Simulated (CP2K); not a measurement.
Sb in CP2K: the effect of functional

The system is Sb.

```
CELL_PARAMETERS angstrom
4.50666 0.00000 0.00000
2.44723 3.78432 0.00000
2.44723 1.33179 3.54223
ATOMIC_POSITIONS crystal
Sb 0.76651 0.76651 0.76651
Sb 0.23349 0.23349 0.23349
```

Alike in all runs:

| Item | Value |
| --- | --- |
| Program | CP2K 2026.2 |
| Task | band structure |
| Potentials or basis | POTENTIAL_UZH Sb GTH-PBE-q5; TZVP-MOLOPT-PBE-GTH basis |
| Density cutoff | 9184 eV |
| k mesh | 8 × 8 × 8 |
| Occupations | fermi-dirac, width 0.05 eV |
| Spin | no spin polarisation |

| functional | pressure (GPa) | largest force (eV/Å) |
| --- | --- | --- |
| PBE | 3.6 | 0.22 |
| LDA | ? | ? |
| PBEsol | 2.5 | 0.32 |
| OLYP | 3.0 | 0.09 |
| revPBE | 3.9 | 0.19 |
| HLE16 | -5.7 | 0.48 |
| TPSS | 4.1 | 0.16 |

What does the run with functional LDA give?

Pressure 2.6 GPa; largest force 0.33 eV/Å.

Caveats: the basis of atomic orbitals isn't converged, which shifts pressures, moduli and gaps; the potentials were made for another functional, which shifts forces and pressure (some runs); the potentials were made for a functional far from this one (some runs).
